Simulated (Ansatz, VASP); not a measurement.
# Two plane-wave programs on Al

```xyz
1
Lattice="-1.6018 1.6018 1.6018 1.6018 -1.6018 1.6018 1.6018 1.6018 -1.6018" Properties=species:S:1:pos:R:3 pbc="T T T"
Al    0.0000    0.0000    0.0000
```

This isn't the form of Al at room conditions, which is fcc.

Alike in both runs: task single point; functional PBE0; k mesh 6 × 6 × 6; occupations fermi-dirac, width 0.05 eV; no spin polarisation.

|  | VASP | Ansatz |
| --- | --- | --- |
| version | VASP 6.6.1 | Ansatz 0.2.0 |
| potentials or method | VASP PAW PBE potentials, release 64 (Al) | Ansatz PAW |
| plane-wave cutoff (eV) | 520 | 420 |
| valence electrons in the cell | 3 | 3 |

```csv
,VASP,Ansatz,Ansatz less VASP
gap on the k mesh at the Fermi level (eV),none,none,-
pressure (GPa),1.5,1.5,+0.01
```

A gap of «none» marks a metal or a gap that the smearing closes.

Caveats: the k mesh is coarse (spacing up to 0.46 Å⁻¹), so the values aren't converged, least of all with exact exchange; the PAW data sets were made with another functional, which shifts forces and pressure a little (VASP); the PAW data sets come from PBE, with cores solved anew for the run's functional, which leaves a small shift of forces and pressure (Ansatz); the thresholds are loose for stress (Ansatz).
